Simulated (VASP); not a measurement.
# V (I4/mmm) in VASP: a series of runs

Runs on V. Level: PBEsol. Tasks: single point.

All numbers are computed with VASP 6.6.1; they aren't measurements. Logs are shortened: lines on timing, memory, paths and dates and some standing lists are left out, and cuts for length are marked.

### Step 1. The cell of the first run

Symmetry: I4/mmm, No. 139, tetragonal system. Conventional cell: a = 3.268 Å, b = 3.268 Å, c = 3.026 Å, α = 90.00°, β = 90.00°, γ = 90.00°. Around V (site symmetry 4/mmm) lie 10 V at 2.76 to 3.03 Å.

This isn't the form of V at room conditions, which is bcc.

### Step 2. Single point, PBEsol (strain +0.080 along x and y, +0.000 along z, atoms carried along)

INCAR

```
  ALGO = Fast
  EDIFF = 1E-6
  ENCUT = 520
  GGA = PS
  ISIF = 2
  ISMEAR = 0
  LASPH = T
  LCHARG = F
  LREAL = F
  LWAVE = F
  NBANDS = 12
  NELM = 100
  PREC = Accurate
  SIGMA = 0.15
```

KPOINTS

```
k-points
0
Gamma
  22 22 22
```

POSCAR

```
V
1.0
   -1.6340400000      1.6340400000      1.5130000000
    1.6340400000     -1.6340400000      1.5130000000
    1.6340400000      1.6340400000     -1.5130000000
V
1
Direct
    0.0000000000      0.0000000000      0.0000000000
```

Potentials or basis: VASP PAW PBE potentials, release 64 (V_sv).

On the command line:

```console
$ cat potpaw_PBE.64/V_sv/POTCAR > POTCAR
$ mpirun -np 1 vasp_std > vasp.out
```

OUTCAR:

```text
EDIFF = 1E-6
   ENCUT = 520
   GGA = PS
   ISIF = 2
   ISMEAR = 0
   LASPH = T
   LREAL = F
   NELM = 100
   PREC = Accurate

 ion  position               nearest neighbor table
   1  0.000  0.000  0.000-

  LATTYP: Found a body centered tetragonal cell.
 ALAT       =     3.2680800000
 C/A-ratio  =     0.9259259259

  Lattice vectors:

 A1 = (  -1.6340400000,   1.6340400000,   1.5130000000)
 A2 = (   1.6340400000,  -1.6340400000,   1.5130000000)
 A3 = (   1.6340400000,   1.6340400000,  -1.5130000000)

Analysis of symmetry for initial positions (statically):
=====================================================================
 Subroutine PRICEL returns:
 Original cell was already a primitive cell.

 Routine SETGRP: Setting up the symmetry group for a
 body centered tetragonal supercell.

 Subroutine GETGRP returns: Found 16 space group operations
 (whereof 16 operations were pure point group operations)
 out of a pool of 16 trial point group operations.

The static configuration has the point symmetry D_4h.

Analysis of symmetry for dynamics (positions and initial velocities):
=====================================================================
 Subroutine PRICEL returns:
 Original cell was already a primitive cell.

 Routine SETGRP: Setting up the symmetry group for a
 body centered tetragonal supercell.

 Subroutine GETGRP returns: Found 16 space group operations
 (whereof 16 operations were pure point group operations)
 out of a pool of 16 trial point group operations.

The dynamic configuration has the point symmetry D_4h.

 Subroutine INISYM returns: Found 16 space group operations
 (whereof 16 operations are pure point group operations),
 and found     1 'primitive' translations

----------------------------------------------------------------------------------------

                                     Primitive cell

  volume of cell :      16.1594

  direct lattice vectors                    reciprocal lattice vectors
    -1.634040000  1.634040000  1.513000000     0.000000000  0.305990061  0.330469266
     1.634040000 -1.634040000  1.513000000     0.305990061  0.000000000  0.330469266
     1.634040000  1.634040000 -1.513000000     0.305990061  0.305990061  0.000000000

  length of vectors
     2.762126435  2.762126435  2.762126435     0.450377457  0.450377457  0.432735295

  position of ions in fractional coordinates (direct lattice)
     0.000000000  0.000000000  0.000000000

  ion indices of the primitive-cell ions
   primitive index   ion index
                 1           1

----------------------------------------------------------------------------------------

 KPOINTS: k-points

Automatic generation of k-mesh.
 Grid dimensions read from file:
 generate k-points for:   22   22   22

 Generating k-lattice:

  Cartesian coordinates                     Fractional coordinates (reciprocal lattice)
     0.000000000  0.013908639  0.015021330     0.045454545 -0.000000000  0.000000000
     0.013908639  0.000000000  0.015021330    -0.000000000  0.045454545  0.000000000
     0.013908639  0.013908639  0.000000000     0.000000000  0.000000000  0.045454545

  Length of vectors
     0.020471703  0.020471703  0.019669786

  Shift w.r.t. Gamma in fractional coordinates (k-lattice)
     0.000000000  0.000000000  0.000000000

 Subroutine IBZKPT returns following result:
 ===========================================

 Found    834 irreducible k-points:

 Following reciprocal coordinates:
            Coordinates               Weight
  0.000000  0.000000  0.000000      1.000000
  0.045455  0.000000 -0.000000      8.000000
  0.090909  0.000000 -0.000000      8.000000
  0.136364  0.000000  0.000000      8.000000
  0.181818  0.000000 -0.000000      8.000000
  0.227273  0.000000  0.000000      8.000000
[... 16 lines left out ...]
  0.500000  0.045455 -0.000000     16.000000
 -0.454545  0.045455  0.000000     16.000000
 [... further k-points ...]
   k-points           NKPTS =    834   k-points in BZ     NKDIM =    834   number of bands    NBANDS=     12
   number of dos      NEDOS =    301   number of ions     NIONS =      1
   total plane-waves  NPLWV =  13824
   dimension x,y,z NGX =    24 NGY =   24 NGZ =   24
   dimension x,y,z NGXF=    48 NGYF=   48 NGZF=   48
   ions per type =               1
   NGX,Y,Z   is equivalent  to a cutoff of  14.45, 14.45, 14.45 a.u.
   NGXF,Y,Z  is equivalent  to a cutoff of  28.89, 28.89, 28.89 a.u.
 SYSTEM =  unknown system
   PREC   = accura    normal or accurate (medium, high low for compatibility)
   ISTART =      0    job   : 0-new  1-cont  2-samecut
   ICHARG =      2    charge: 1-file 2-atom 10-const
   ISPIN  =      1    spin polarized calculation?
   LNONCOLLINEAR =      F non collinear calculations
   LSORBIT =      F    spin-orbit coupling
   LASPH  =      T    aspherical Exc in radial PAW
   ENCUT  =  520.0 eV  38.22 Ry    6.18 a.u.   5.14  5.14  5.14*2*pi/ulx,y,z
   NELM   =    100;   NELMIN=  2; NELMDL= -5     # of ELM steps
   EDIFF  = 0.1E-05   stopping-criterion for ELM
   LREAL  =      F    real-space projection
   EDIFFG = 0.1E-04   stopping-criterion for IOM
   NSW    =      0    number of steps for IOM
   IBRION =     -1    ionic relax: 0-MD 1-quasi-New 2-CG
   NFREE  =      0    steps in history (QN), initial steepest desc. (CG)
   ISIF   =      2    stress and relaxation
   ISYM   =      2    0-nonsym 1-usesym 2-fastsym
   POTIM  = 0.5000    time-step for ionic-motion
   TEBEG  =    0.0;   TEEND  =   0.0 temperature during run
   PSTRESS=    0.0 pullay stress
   NELECT =      13.0000    total number of electrons
   NUPDOWN=      -1.0000    fix difference up-down
   EMIN   =  10.00;   EMAX   =-10.00  energy-range for DOS
   EFERMI =   0.00;   METHOD = LEGACY
   ISMEAR =     0;   SIGMA  =   0.15  broadening in eV -4-tet -1-fermi 0-gaus
   EFERMI_NEDOS =   21; number of points for ismear=-14 and -15
   IALGO  =     68    algorithm
   IMIX   =      4    mixing-type and parameters
     AMIX     =   0.40;   BMIX     =  1.00
     AMIX_MAG =   1.60;   BMIX_MAG =  1.00
  volume/ion in A,a.u.               =      16.16       109.05
  Fermi-wavevector in a.u.,A,eV,Ry     =   1.522584  2.877266 31.541859  2.318261
  Thomas-Fermi vector in A             =   2.631143
   LORBIT       =      0    0 simple, 1 ext, 2 COOP (PROOUT), +10 PAW based schemes
   GGA     = PS    functional components
   LHFCALC =     F    Hartree Fock is set to
   AEXX    =    0.0000 exact exchange contribution
   IVDW    =     0    specifies the selected vdW correction
   LEPSILON=     F    determine dielectric tensor
   LRPA    =     F    only Hartree local field effects (RPA)
 non-spin polarized calculation
 RMM-DIIS sequential band-by-band and
 Gauss-broadening in eV      SIGMA  =   0.15
  energy-cutoff  :      520.00
  volume of cell :       16.16
 maximum number of plane-waves:       450
 NGX is ok and might be reduce to    24
   NGX = 11   NGY = 11   NGZ = 11

 number of electron      12.9999998 magnetization

 Free energy of the ion-electron system (eV)
  ---------------------------------------------------
  ext. energy  EPLUGINS =         0.00000000
  ---------------------------------------------------
  free energy    TOTEN  =        -9.29621372 eV

  energy without entropy =       -9.27033850  energy(sigma->0) =       -9.28327611

 E-fermi :   7.4946     XC(G=0): -12.0880

 val. band max:        7.4938308553   @ k =  -0.2727   0.2727   0.0455
 cond. band min:       7.4948494858   @ k =  -0.1818  -0.3182   0.1818
 fundamental gap:      0.0010186305
 Fermi energy:         7.4946379642

 k-point     1 :       0.0000    0.0000    0.0000
  band No.  band energies     occupation
      1     -56.2410      2.00000
      2     -29.8700      2.00000
      3     -29.8630      2.00000
      4     -29.8630      2.00000
      5       1.3370      2.00000
      6       7.5280      0.75302
      7       8.0273      0.00000
      8       8.0273      0.00000
      9       9.0917      0.00000
     10       9.6618      0.00000
     11      26.0593      0.00000
     12      26.0593      0.00000

 k-point     2 :       0.0455    0.0000   -0.0000
  band No.  band energies     occupation
      1     -56.2390      2.00000
      2     -29.8784      2.00000
      3     -29.8665      2.00000
      4     -29.8655      2.00000
      5       1.4105      2.00000
      6       7.5395      0.67219
      7       8.0178      0.00000
      8       8.0324      0.00000
      9       9.0943      0.00000
     10       9.6361      0.00000
     11      25.9865      0.00000
     12      26.0993      0.00000

 k-point     3 :       0.0909    0.0000   -0.0000
  band No.  band energies     occupation
      1     -56.2332      2.00000
      2     -29.9084      2.00000
      3     -29.8767      2.00000
      4     -29.8673      2.00000
      5       1.6281      2.00000
      6       7.5400      0.66902
      7       7.9817      0.00000
      8       8.0833      0.00000
      9       9.1056      0.00000
     10       9.5712      0.00000
     11      25.7019      0.00000
     12      26.2132      0.00000
[... 286 lines left out ...]
 k-point    23 :       0.5000    0.0455   -0.0000
  band No.  band energies     occupation
      1     -56.1420      2.00000
      2     -30.3646      2.00000
      3     -30.0348      2.00000
      4     -29.8885      2.00000
      5       4.8924      2.00000
      6       6.4764      2.00000
      7       8.5945      0.00000
      8       9.4023      0.00000
      9       9.9679      0.00000
     10      10.8189      0.00000
     11      15.9107      0.00000
     12      21.6135      0.00000

 k-point    24 :      -0.4545    0.0455    0.0000
  band No.  band energies     occupation
      1     -56.1461      2.00000
      2     -30.3446      2.00000
      3     -30.0280      2.00000
      4     -29.8873      2.00000
      5       4.8426      2.00000
      6       6.5250      2.00000
      7       8.2819      0.00000
      8       9.4037      0.00000
      9       9.8816      0.00000
     10      10.6491      0.00000
     11      16.5548      0.00000
     12      21.7905      0.00000

 [... further k-points ...]

------------------------ aborting loop because EDIFF is reached ----------------------------------------

  FORCE on cell =-STRESS in cart. coord.  units (eV):
  Direction    XX          YY          ZZ          XY          YZ          ZX
  --------------------------------------------------------------------------------------
  -------------------------------------------------------------------------------------
  Total       -2.9512065     -2.9512065     -2.4992787      0.0000000      0.0000000     -0.0000000
  in kB     -292.6078014   -292.6078014   -247.7998209      0.0000000      0.0000000     -0.0000000
  external PRESSURE =    -277.6718079 kB  Pullay stress =       0.0000000 kB

 VOLUME and BASIS-vectors are now :
 -----------------------------------------------------------------------------
  energy-cutoff  :      520.00
  volume of cell :       16.16
      direct lattice vectors                 reciprocal lattice vectors
    -1.634040000  1.634040000  1.513000000     0.000000000  0.305990061  0.330469266
     1.634040000 -1.634040000  1.513000000     0.305990061  0.000000000  0.330469266
     1.634040000  1.634040000 -1.513000000     0.305990061  0.305990061  0.000000000

 POSITION                                       TOTAL-FORCE (eV/Angst)
 -----------------------------------------------------------------------------------
      0.00000      0.00000      0.00000         0.000000      0.000000     -0.000000
 -----------------------------------------------------------------------------------
    total drift:                                0.000000      0.000000      0.000000

  FREE ENERGIE OF THE ION-ELECTRON SYSTEM (eV)
  ---------------------------------------------------
  free  energy   TOTEN  =        -9.2962137213 eV

  energy  without entropy=       -9.2703384994  energy(sigma->0) =       -9.28327611
```

Run time: 79 s. Hardware: 1 thread of Intel Xeon Platinum 8559C (Emerald Rapids), shared host; peak memory 0.26 GiB.

What came out:

| Quantity | Value |
| --- | --- |
| Free energy | -9.2962 eV |
| Pressure | -27.8 GPa |
| Band gap on the k mesh | none (metal or under the smearing width) |

Caveat: so large a pressure means that the cell lies far from this level's equilibrium, or that cutoff or potentials fall short; the potentials were made for another functional, which shifts forces and pressure.

(Part 1 of 2 ends here.)
